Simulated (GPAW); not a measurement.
Co:

```
Co
1.0
     2.47200    0.00000    0.00000
    -1.23600    2.14081    0.00000
     0.00000    0.00000    4.02114
Co
2
Cartesian
  1.2360 0.7136 3.0159
  0.0000 1.4272 1.0053
```

| Quantity | Value |
| --- | --- |
| Program | GPAW 26.7.0 |
| Task | relaxation of cell and atoms |
| Functional | PBE |
| Potentials or basis | GPAW PAW data sets (gpaw-data 1.2.1) |
| Cutoff | 600 eV |
| Basis | pw |
| k mesh | 9 × 9 × 5 |
| Occupations | fermi-dirac, width 0.05 eV |
| Spin | collinear spin, ferromagnetic start |
| Starting moments | [2.0, 2.0] μB |

At the start: pressure 3.7 GPa; volume 10.64 Å³/atom.

Question: Where does the relaxation end?

Answer: Over 3 steps the energy falls by 3.3 meV/atom and the volume is 10.80 Å³/atom (+1.5 %); space group P6_3/mmc (No. 194, to 0.05 Å); moment 3.08 μB per cell.

Step by step:
```
step  energy change (eV)  largest force (eV/Å)  pressure (GPa)  volume (Å³)
   1              0.0000                0.0000            3.66        21.28
   2             -0.0030                0.0000            2.39        21.39
   3             -0.0066                0.0000            0.05        21.61
```

Final structure:
```yaml
crystal:
  lattice:
    - [2.48559, 0.00000, 0.00000]
    - [-1.24279, 2.15258, 0.00000]
    - [0.00000, 0.00000, 4.03822]
  atoms:
    - { symbol: Co, position: [0.66667, 0.33333, 0.75000] }
    - { symbol: Co, position: [0.33333, 0.66667, 0.25000] }
```

Caveat: each step starts from the last one's moments, so a moment once lost doesn't come back; later steps reuse the first step's grids.
